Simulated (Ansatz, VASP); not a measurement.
## One calculation of TaN, two programs

POSCAR

```
TaN
1.0
    2.9574575207      0.0000000000      0.0000000000
   -1.4787287603      2.5612333435      0.0000000000
    0.0000000000      0.0000000000      2.9020932717
Ta N
1 1
Direct
    0.0000000000      0.0000000000      0.5000000000
    0.6666666667      0.3333333333      0.0000000000
```

INCAR.step1

```
SYSTEM = TaN
PREC = Accurate
ENCUT = 520
ISMEAR = -1
SIGMA = 0.05
LREAL = .FALSE.
LASPH = .TRUE.
NELM = 100
NBANDS = 15
GGA = PE
ALGO = Normal
EDIFF = 1E-4
LWAVE = .TRUE.
LCHARG = .FALSE.
```

INCAR.step2

```
SYSTEM = TaN
PREC = Accurate
ENCUT = 520
EDIFF = 1E-7
ISMEAR = -1
SIGMA = 0.05
LREAL = .FALSE.
LASPH = .TRUE.
NELM = 100
ALGO = Normal
ISIF = 2
LWAVE = .FALSE.
LCHARG = .FALSE.
METAGGA = R2SCAN
LMIXTAU = .TRUE.
NBANDS = 15
ISTART = 1
```

Contents of KPOINTS:

```
regular mesh
0
G
  10 10 9
  0 0 0
```

Contents of input.yaml:

```yaml
crystal:
  lattice:
    - [2.9574575207, 0.0, 0.0]
    - [-1.4787287603, 2.5612333435, 0.0]
    - [0.0, 0.0, 2.9020932717]
  atoms:
    - { symbol: Ta, position: [0.0, 0.0, 0.5] }
    - { symbol: "N", position: [0.6666666667, 0.3333333333, 0.0] }
hamiltonian:
  xc: r2scan
  pseudopotentials: { kind: paw }
kpoints:
  mp_grid: { grid: [10, 10, 9] }
scf:
  occupations: { method: fermi_dirac, width: 0.05 }
output:
  forces: true
  stress: true
  eigenvalues: true
  write_density: true
  write_potential: true
  elf: true
  volumetric_format: npy
```

Alike in both runs: task single point; functional r2SCAN; k mesh 10 × 10 × 9; occupations fermi-dirac, width 0.05 eV; no spin polarisation.

```csv
,VASP,Ansatz
version,VASP 6.6.1,Ansatz 0.2.0
potentials or method,"VASP PAW PBE potentials, release 64 (Ta_pv, N)",Ansatz PAW
plane-wave cutoff (eV),520,500
valence electrons in the cell,16,18
```

|  | VASP | Ansatz | Ansatz less VASP |
| --- | --- | --- | --- |
| gap on the k mesh at the Fermi level (eV) | none | none | - |
| pressure (GPa) | -5.6 | -7.1 | -1.49 |
| largest component of the traceless stress (GPa) | 0.07 | 0.08 | +0.014 |

A gap of «none» marks a metal or a gap that the smearing closes. The functional is the same, so the differences come from potentials, cutoffs and numerics. The two sets of potentials don't hold the same shells in valence.

Caveats: the PAW data sets were made with another functional, which shifts forces and pressure a little (VASP); the PAW data sets come from PBE, with cores solved anew for the run's functional, which leaves a small shift of forces and pressure (Ansatz). Spin-orbit coupling is left out, which matters for the levels of Ta.
